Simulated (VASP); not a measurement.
All values below come from r2SCAN meta-GGA, VASP's PBE PAW potentials (set 64) (plane waves; VASP).

The input files of a VASP run:

### KPOINTS
```
Automatic mesh
0
Gamma
8 8 6
0 0 0
```

### POSCAR
```
ZrO2
1
    3.6041021183     0.0000000000    -0.0000000000
    0.0000000000     3.6041021183     0.0000000000
    0.0000000000     0.0000000000     5.2209220568
Zr O
2 4
Direct
  0.0000000000   0.0000000000   0.0000000000
  0.5000000000   0.5000000000   0.5000000000
  0.0000000000   0.5000000000   0.1978972467
  0.0000000000   0.5000000000   0.6978972467
  0.5000000000   0.0000000000   0.3021027533
  0.5000000000   0.0000000000   0.8021027533
```

INCAR:
```
! general
SYSTEM   =  ZrO2
PREC     =  Accurate
ENCUT    =  520   ! plane-wave cut-off (eV)
LREAL    =  F   ! projection in real space or not
LASPH    =  T   ! aspherical one-centre terms
NBANDS   =  84

! electronic loop
EDIFF    =  1E-7   ! SCF stop (eV)
NELM     =  100
ALGO     =  Normal   ! blocked Davidson
LMAXMIX  =  4   ! l cut-off of mixed one-centre charges
LMIXTAU  =  T

! smearing
ISMEAR   =  0
SIGMA    =  0.01

! functional
METAGGA  =  R2SCAN

! output
LWAVE    =  F
LCHARG   =  F
NEDOS    =  1001

! other
LOPTICS  =  T
LPEAD    =  T
CSHIFT   =  0.1
```

POTCAR, in this order: Zr_sv O (PBE.64 set). Program: vasp_std.

The run wrote:

OSZICAR:
```
       N       E                     dE             d eps       ncg     rms          rms(c)
DAV:   1     0.385324687843E+03    0.38532E+03   -0.21901E+04 10080   0.599E+02
DAV:   2    -0.969530574734E+02   -0.48228E+03   -0.44680E+03 11428   0.223E+02
DAV:   3    -0.122966157663E+03   -0.26013E+02   -0.24995E+02 15616   0.452E+01
DAV:   4    -0.123529612009E+03   -0.56345E+00   -0.56131E+00 11784   0.553E+00
DAV:   5    -0.123537019576E+03   -0.74076E-02   -0.74071E-02 11720   0.610E-01    0.385E+01
DAV:   6    -0.964801680632E+02    0.27057E+02   -0.57679E+00 12892   0.166E+01    0.126E+01
DAV:   7    -0.906451790728E+02    0.58350E+01   -0.23957E+00 11644   0.561E+00    0.534E+00
DAV:   8    -0.978823583341E+02   -0.72372E+01   -0.71785E-01 10884   0.360E+00    0.243E+00
DAV:   9    -0.917376562548E+02    0.61447E+01   -0.42960E-01 10416   0.303E+00    0.117E+00
DAV:  10    -0.916377565136E+02    0.99900E-01   -0.87965E-02 10480   0.116E+00    0.781E-01
DAV:  11    -0.916164046357E+02    0.21352E-01   -0.37890E-03 12272   0.172E-01    0.671E-01
DAV:  12    -0.917491963894E+02   -0.13279E+00   -0.16443E-02 10296   0.546E-01    0.316E-01
DAV:  13    -0.918699052272E+02   -0.12071E+00   -0.42041E-02 10564   0.858E-01    0.121E-01
DAV:  14    -0.918705482856E+02   -0.64306E-03   -0.38688E-03 11692   0.153E-01    0.190E-01
DAV:  15    -0.918782230625E+02   -0.76748E-02   -0.28833E-03 10580   0.231E-01    0.185E-01
DAV:  16    -0.918842206718E+02   -0.59976E-02   -0.11250E-03 10568   0.126E-01    0.111E-01
DAV:  17    -0.918843733044E+02   -0.15263E-03   -0.67472E-05 11964   0.335E-02    0.649E-02
DAV:  18    -0.918843711767E+02    0.21277E-05   -0.31985E-05 10940   0.226E-02    0.171E-02
DAV:  19    -0.918844511708E+02   -0.79994E-04   -0.16420E-05 10832   0.186E-02    0.904E-03
DAV:  20    -0.918844537211E+02   -0.25503E-05   -0.62469E-06 11640   0.582E-03    0.105E-02
DAV:  21    -0.918844542886E+02   -0.56751E-06   -0.21301E-07 11028   0.168E-03    0.791E-03
DAV:  22    -0.918844542819E+02    0.66721E-08   -0.69032E-07 10944   0.325E-03
   1 F= -.91884454E+02 E0= -.91884454E+02  d E =-.446344E-49
 imaginary and real dielectric function
```

File OUTCAR:
```
------------------------ aborting loop because EDIFF is reached ----------------------------------------
  FORCE on cell =-STRESS in cart. coord.  units (eV):
  Direction    XX          YY          ZZ          XY          YZ          ZX
  --------------------------------------------------------------------------------------
  Total       -0.0380875     -0.0380875      0.1026139      0.0000000      0.0000000      0.0000000
  in kB       -0.8998111     -0.8998111      2.4242398      0.0000000      0.0000000      0.0000000
  external PRESSURE =       0.2082059 kB  Pullay stress =       0.0000000 kB
  volume of cell :       67.82
      direct lattice vectors                 reciprocal lattice vectors
     3.604102118  0.000000000  0.000000000     0.277461617  0.000000000  0.000000000
     0.000000000  3.604102118  0.000000000     0.000000000  0.277461617  0.000000000
     0.000000000  0.000000000  5.220922057     0.000000000  0.000000000  0.191537048
 POSITION                                       TOTAL-FORCE (eV/Angst)
 -----------------------------------------------------------------------------------
      0.00000      0.00000      0.00000         0.000000     -0.000000     -0.000000
      1.80205      1.80205      2.61046        -0.000000      0.000000     -0.000000
      0.00000      1.80205      1.03321         0.000000     -0.000000     -0.000812
      0.00000      1.80205      3.64367         0.000000     -0.000000     -0.000812
      1.80205      0.00000      1.57725         0.000000     -0.000000      0.000812
      1.80205      0.00000      4.18772         0.000000      0.000000      0.000812
 -----------------------------------------------------------------------------------
    total drift:                                0.000000      0.000000      0.000000
  FREE ENERGIE OF THE ION-ELECTRON SYSTEM (eV)
  ---------------------------------------------------
  free  energy   TOTEN  =       -91.8844542819 eV

  energy  without entropy=      -91.8844542819  energy(sigma->0) =      -91.88445428

 plasma frequency squared (from intraband transitions) (eV^2)
  --------------------------------------------------------------------------------------
       0.000       0.000       0.000
       0.000       0.000       0.000
       0.000       0.000       0.000

 plasma frequency squared (from interband transitions, int dw w eps(2)(w)) (eV^2)
  --------------------------------------------------------------------------------------
     779.804       0.000       0.000      -0.000       0.000       0.000
       0.000       0.000     779.804       0.000      -0.000       0.000
       0.000      -0.000      -0.000      -0.000     778.754       0.000
```
(Selected blocks of OUTCAR.)

File OUTCAR:
```
 val. band max:        5.9598546207   @ k =   0.2500   0.2500   0.0000

 cond. band min:      10.5282525920   @ k =   0.0000   0.0000   0.0000


 Fermi energy:         6.0617817764

 k-point     1 :       0.0000    0.0000    0.0000
  band No.  band energies     occupation
      1     -42.9507      2.00000
      2     -42.8975      2.00000
      3     -20.8240      2.00000
      4     -20.2455      2.00000
      5     -20.2455      2.00000
      6     -20.1491      2.00000
      7     -20.1000      2.00000
      8     -20.1000      2.00000
      9     -12.5424      2.00000
     10     -11.3506      2.00000
     11     -10.6931      2.00000
     12     -10.4415      2.00000
     13       1.0677      2.00000
     14       1.2938      2.00000
     15       1.4626      2.00000
     16       1.4626      2.00000
     17       3.5111      2.00000
     18       3.5111      2.00000
     19       4.6432      2.00000
     20       4.6432      2.00000
     21       5.2825      2.00000
     22       5.8170      2.00000
     23       5.8502      2.00000
     24       5.8502      2.00000
     25      10.5283      0.00000
     26      11.0291      0.00000
     27      11.7296      0.00000
     28      11.7716      0.00000
     29      13.1474      0.00000
     30      13.4993      0.00000
     31      14.5255      0.00000
     32      14.5255      0.00000
     33      16.1876      0.00000
     34      16.1876      0.00000
     35      16.5784      0.00000
     36      20.1453      0.00000
     37      20.5326      0.00000
     38      21.5522      0.00000
     39      22.3163      0.00000
     40      22.3163      0.00000
     41      23.7507      0.00000
     42      24.2990      0.00000
     43      24.2990      0.00000
     44      24.9364      0.00000
     45      28.6343      0.00000
     46      28.9540      0.00000
     47      31.1191      0.00000
     48      31.4701      0.00000
     49      32.0938      0.00000
     50      32.0938      0.00000
     51      33.0142      0.00000
...
```

The structure was generated: ZrO2 was put into the tetragonal-ZrO2 type (P4_2/nmc), which need not be its known phase. It was relaxed first.
